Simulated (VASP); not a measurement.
# SiC (Moissanite 6H) (P6_3mc) in VASP: notebook, part 2 of 2

VASP 6.6.1.

## (4) Relaxation of cell and atoms, optB86b-vdW

The input, INCAR:

```
SYSTEM = SiC
AGGAC = 0.0 ; ALGO = Normal
EDIFF = 1E-7 ; EDIFFG = -0.01
ENCUT = 600 ; GGA = MK
IBRION = 2 ; ISIF = 3
ISMEAR = -1 ; LASPH = .TRUE.
LCHARG = .FALSE. ; LREAL = .FALSE.
LUSE_VDW = .TRUE. ; LWAVE = .FALSE.
NELM = 80 ; NSW = 60
PARAM1 = 0.1234 ; PARAM2 = 1.0
PREC = Accurate ; SIGMA = 0.05
```

The input, KPOINTS:

```
k-points
0
G
  10 10 2
  0 0 0
```

The input, POSCAR:

```
SiC
1.0
    3.0950000000      0.0000000000      0.0000000000
   -1.5475000000      2.6803486247      0.0000000000
    0.0000000000      0.0000000000     15.1700000000
Si C
6 6
Direct
    0.6666666667      0.3333333333      0.4583000000
    0.3333333333      0.6666666667      0.9583000000
    0.6666666667      0.3333333333      0.7917000000
    0.3333333333      0.6666666667      0.2917000000
    0.0000000000      0.0000000000      0.6250000000
    0.0000000000      0.0000000000      0.1250000000
    0.6666666667      0.3333333333      0.3333000000
    0.3333333333      0.6666666667      0.8333000000
    0.6666666667      0.3333333333      0.6667000000
    0.3333333333      0.6666666667      0.1667000000
    0.0000000000      0.0000000000      0.5000000000
    0.0000000000      0.0000000000      0.0000000000
```

Potentials or basis: VASP PAW PBE potentials, release 64 (Si, C).

Command:

```bash
cat potpaw_PBE.64/Si/POTCAR potpaw_PBE.64/C/POTCAR > POTCAR
mpirun -np 1 vasp_std > vasp.out
```

OUTCAR:

```text
SYSTEM = SiC
   EDIFF = 1E-7
   EDIFFG = -0.01
   ENCUT = 600
   GGA = MK
   IBRION = 2
   ISIF = 3
   ISMEAR = -1
   LASPH = .TRUE.
   LREAL = .FALSE.
   NELM = 80
   NSW = 60
   PREC = Accurate

 ion  position               nearest neighbor table
   1  0.667  0.333  0.458-  11 1.90  11 1.90  11 1.90   7 1.90   4 3.10   4 3.10   4 3.10   5 3.10
                             5 3.10   5 3.10
   2  0.333  0.667  0.958-  12 1.90  12 1.90  12 1.90   8 1.90   3 3.10   3 3.10   3 3.10   6 3.10
                             6 3.10   6 3.10
   3  0.667  0.333  0.792-   8 1.90   8 1.90   8 1.90   9 1.90   2 3.10   2 3.10   2 3.10   5 3.10
                             5 3.10   5 3.10
   4  0.333  0.667  0.292-   7 1.90   7 1.90   7 1.90  10 1.90   1 3.10   1 3.10   1 3.10   6 3.10
                             6 3.10   6 3.10
[... 369 lines left out ...]
  ext. energy  EPLUGINS =         0.00000000
  ---------------------------------------------------
  free energy    TOTEN  =       -77.89634306 eV

  energy without entropy =      -77.89634306  energy(sigma->0) =      -77.89634306

 E-fermi :   9.0318     XC(G=0): -11.3147

 val. band max:        8.0105188208   @ k =   0.0000   0.0000   0.0000
 cond. band min:      10.0682049887   @ k =   0.5000  -0.0000   0.0000
 fundamental gap:      2.0576861679
 Fermi energy:         9.0317967430

 k-point     1 :       0.0000    0.0000    0.0000
  band No.  band energies     occupation
      1      -7.3353      2.00000
      2      -6.8181      2.00000
      3      -6.7836      2.00000
      4      -5.3034      2.00000
      5      -5.2744      2.00000
      6      -3.8067      2.00000
[... 805 lines left out ...]
     30      13.2953      0.00000
     31      13.7768      0.00000

 [... further k-points ...]

------------------------ aborting loop because EDIFF is reached ----------------------------------------

  FORCE on cell =-STRESS in cart. coord.  units (eV):
  Direction    XX          YY          ZZ          XY          YZ          ZX
  --------------------------------------------------------------------------------------
  -------------------------------------------------------------------------------------
  Total        0.0220315      0.0220315      0.0628540      0.0000000     -0.0000000      0.0000000
  in kB        0.2815450      0.2815450      0.8032235      0.0000000     -0.0000000      0.0000000
  external PRESSURE =       0.4554378 kB  Pullay stress =       0.0000000 kB
[... 31 lines left out ...]
  energy  without entropy=      -77.8963430573  energy(sigma->0) =      -77.89634306

Total vdW correction in eV:      5.6134042

 reached required accuracy - stopping structural energy minimisation
```

OSZICAR:

```text
N       E                     dE             d eps       ncg     rms          rms(c)
DAV:   1     0.171839703403E+03    0.17184E+03   -0.24234E+04  1736   0.157E+03
DAV:   2    -0.756134346563E+02   -0.24745E+03   -0.23626E+03  2354   0.241E+02
[... 33 lines left out ...]
       N       E                     dE             d eps       ncg     rms          rms(c)
DAV:   1    -0.778963340067E+02   -0.13646E-03   -0.17534E-02  1778   0.787E-01    0.395E-02
DAV:   2    -0.778963552082E+02   -0.21201E-04   -0.46912E-04  2185   0.118E-01    0.220E-02
DAV:   3    -0.778963447768E+02    0.10431E-04   -0.18741E-05  2206   0.287E-02    0.119E-02
DAV:   4    -0.778963432442E+02    0.15326E-05   -0.24604E-05  2161   0.250E-02    0.506E-03
DAV:   5    -0.778963430298E+02    0.21445E-06   -0.22385E-06  2171   0.893E-03    0.417E-03
DAV:   6    -0.778963430575E+02   -0.27722E-07   -0.99053E-07  2440   0.586E-03
   4 F= -.77896343E+02 E0= -.77896343E+02  d E =-.145506E-03
```

It took 9.4 min on 1 thread of Intel Xeon 6975P-C (Granite Rapids), shared host; peak memory 0.84 GiB.

What came out:

* Free energy: -77.8963 eV
* Relaxed volume: 10.45 Å³/atom
* Relaxed cell: a = 3.090 Å, b = 3.090 Å, c = 15.164 Å, α = 90.00°, β = 90.00°, γ = 120.00°
* Space group after relaxing (to 0.05 Å): P6_3mc (No. 186)
* Energy gained by relaxing: 0.2 meV/atom
* Ionic steps: 4
* Pressure after relaxing: 0.0 GPa
* Largest force after relaxing: 0.008 eV/Å
* Band gap on the k mesh: 2.06 eV, indirect (least direct gap 3.15 eV)

Forces in eV/Å, atoms in the order of the input:
```
Si   0.000  0.000  0.002
Si   0.000  0.000  0.002
Si   0.000  0.000  0.006
Si   0.000  0.000  0.006
Si   0.000  0.000  0.004
Si   0.000  0.000  0.004
C    0.000  0.000 -0.003
C    0.000  0.000 -0.003
C    0.000  0.000 -0.001
C    0.000  0.000 -0.001
C    0.000  0.000 -0.008
C    0.000  0.000 -0.008
```

Step by step:
| step | energy change (eV) | largest force (eV/Å) | pressure (GPa) | volume (Å³) |
| --- | --- | --- | --- | --- |
| 1 | 0.0000 | 0.1413 | -0.76 | 125.85 |
| 2 | -0.0001 | 0.1108 | 0.79 | 124.95 |
| 3 | -0.0021 | 0.0346 | 0.02 | 125.39 |
| 4 | -0.0022 | 0.0081 | 0.05 | 125.37 |

Final structure:
```
CELL_PARAMETERS angstrom
3.08979 0.00000 0.00000
-1.54490 2.67584 0.00000
0.00000 0.00000 15.16412
ATOMIC_POSITIONS crystal
Si 0.66667 0.33333 0.45827
Si 0.33333 0.66667 0.95827
Si 0.66667 0.33333 0.79180
Si 0.33333 0.66667 0.29180
Si 0.00000 0.00000 0.62504
Si 0.00000 0.00000 0.12504
C 0.66667 0.33333 0.33332
C 0.33333 0.66667 0.83332
C 0.66667 0.33333 0.66686
C 0.33333 0.66667 0.16686
C 0.00000 0.00000 0.49971
C 0.00000 0.00000 0.99971
```

Caveat: the PAW data sets were made with another functional, which shifts forces and pressure a little. A k mesh can miss the band edges.

## (5) Single point, PBE

The input, INCAR:

```
SYSTEM = SiC
PREC = Accurate ; ENCUT = 520
EDIFF = 1E-7 ; ISMEAR = 0
SIGMA = 0.012 ; LREAL = .False.
LASPH = .True. ; NELM = 80
ALGO = Normal ; ISIF = 2
LWAVE = .False. ; LCHARG = .False.
GGA = PE ; NBANDS = 36
```

The input, KPOINTS:

```
regular mesh
0
Gamma
  10 10 2
  0 0 0
```

POSCAR is that of step 4.

Command:

```bash
cat potpaw_PBE.64/Si/POTCAR potpaw_PBE.64/C/POTCAR > POTCAR
mpirun -np 1 vasp_std > vasp.out
```

Run time: 4.2 min. Hardware: 1 thread of AMD EPYC, shared host; peak memory 0.24 GiB.

Results (log left out):

```yaml
Free_energy: -90.3723 eV
Pressure: 0.2 GPa
Largest_force: 0.142 eV/Å
Band_gap_on_the_k_mesh: 2.02 eV, indirect (least direct gap 3.12 eV)
```

Forces on the atoms (eV/Å):
```
Si   0.000  0.000  0.054
Si   0.000  0.000  0.054
Si   0.000  0.000  0.025
Si   0.000  0.000  0.025
Si   0.000  0.000  0.043
Si   0.000  0.000  0.043
C    0.000  0.000 -0.014
C    0.000  0.000 -0.014
C    0.000  0.000  0.034
C    0.000  0.000  0.034
C    0.000  0.000 -0.142
C    0.000  0.000 -0.142
```

Stress tensor (GPa, compression positive):
```
-0.08  0.00  0.00
 0.00 -0.08  0.00
 0.00  0.00  0.70
```

Levels at points of the mesh, in eV from the valence-band top:
| k point | band 21 | band 22 | band 23 | band 24 | band 25 | band 26 | band 27 | band 28 |
| --- | --- | --- | --- | --- | --- | --- | --- | --- |
| (0.00, 0.00, 0.00) | -0.30 | -0.05 | 0.00 | 0.00 | 5.04 | 5.21 | 5.62 | 6.13 |
| (0.50, 0.00, 0.00) | -1.80 | -1.77 | -1.66 | -1.09 | 2.02 | 2.20 | 3.18 | 3.87 |
| (0.00, 0.00, 0.50) | -0.10 | -0.10 | -0.10 | -0.10 | 5.11 | 5.11 | 5.85 | 5.85 |
| (0.50, 0.00, 0.50) | -1.71 | -1.71 | -1.30 | -1.30 | 2.06 | 2.06 | 3.41 | 3.41 |

## (6) Single point, PBE

The input, INCAR:

```
PREC = Accurate
ENCUT = 520
EDIFF = 1E-6
ISMEAR = 0
SIGMA = 0.014
LREAL = False
LASPH = True
NELM = 100
ALGO = Normal
ISIF = 2
LWAVE = False
LCHARG = False
GGA = PE
NBANDS = 36
```

The input, KPOINTS:

```
Automatic mesh
0
Gamma
  10 10 2
```

POSCAR is that of step 5.

Potentials or basis: VASP PAW PBE potentials, release 64 (Si, C).

Command:

```bash
cat potpaw_PBE.64/Si/POTCAR potpaw_PBE.64/C/POTCAR > POTCAR
mpirun -np 1 vasp_std > vasp.out
```

It took 66 s on 1 thread of Intel Xeon 6975P-C (Granite Rapids), shared host; peak memory 0.28 GiB.

Results (log left out):

```yaml
Free_energy: -90.3723 eV
Pressure: 0.2 GPa
Largest_force: 0.142 eV/Å
Band_gap_on_the_k_mesh: 2.02 eV, indirect (least direct gap 3.12 eV)
```

Forces on the atoms (eV/Å):
```
Si   0.000  0.000  0.054
Si   0.000  0.000  0.054
Si   0.000  0.000  0.025
Si   0.000  0.000  0.025
Si   0.000  0.000  0.043
Si   0.000  0.000  0.043
C    0.000  0.000 -0.014
C    0.000  0.000 -0.014
C    0.000  0.000  0.034
C    0.000  0.000  0.034
C    0.000  0.000 -0.142
C    0.000  0.000 -0.142
```

Stress tensor (GPa, compression positive):
```
-0.07  0.00  0.00
 0.00 -0.07  0.00
 0.00  0.00  0.70
```

Levels at points of the mesh, in eV from the valence-band top:
```
           k point  band 21  band 22  band 23  band 24  band 25  band 26  band 27  band 28
(0.00, 0.00, 0.00)    -0.30    -0.05     0.00     0.00     5.04     5.21     5.62     6.13
(0.50, 0.00, 0.00)    -1.80    -1.77    -1.66    -1.09     2.02     2.20     3.19     3.87
(0.00, 0.00, 0.50)    -0.10    -0.10    -0.10    -0.10     5.11     5.11     5.85     5.85
(0.50, 0.00, 0.50)    -1.71    -1.71    -1.30    -1.30     2.06     2.06     3.41     3.41
```

A k mesh can miss the band edges. PBE gaps usually lie below the measured ones, often by a third to a half.

## (7) Summary

| task | level | cell | cutoff (eV) | smearing | gap on the mesh (eV) | pressure (GPa) | relaxed volume (Å³/atom) | largest force (eV/Å) |
| --- | --- | --- | --- | --- | --- | --- | --- | --- |
| relaxation of cell and atoms | BEEF-vdW | relaxed | 600 | fermi-dirac 0.05 eV | 2.22 | 0.0 | 10.44 | 0.01 |
| relaxation of cell and atoms | vdW-DF-cx | relaxed | 600 | fermi-dirac 0.05 eV | 1.98 | 0.0 | 10.42 | 0.01 |
| relaxation of cell and atoms | optB86b-vdW | relaxed | 600 | fermi-dirac 0.05 eV | 2.06 | 0.0 | 10.45 | 0.01 |
| single point | PBE | as given | 520 | gaussian 0.012 eV | 2.02 | 0.2 | - | 0.14 |
| single point | PBE | as given | 520 | gaussian 0.014 eV | 2.02 | 0.2 | - | 0.14 |

Alike in all rows: potentials or basis VASP PAW PBE potentials, release 64 (Si, C); no spin polarisation; k mesh 10 × 10 × 2.

Caveats: the PAW data sets were made with another functional, which shifts forces and pressure a little (some runs).

Absolute energies hang on the potentials; compare differences alone.
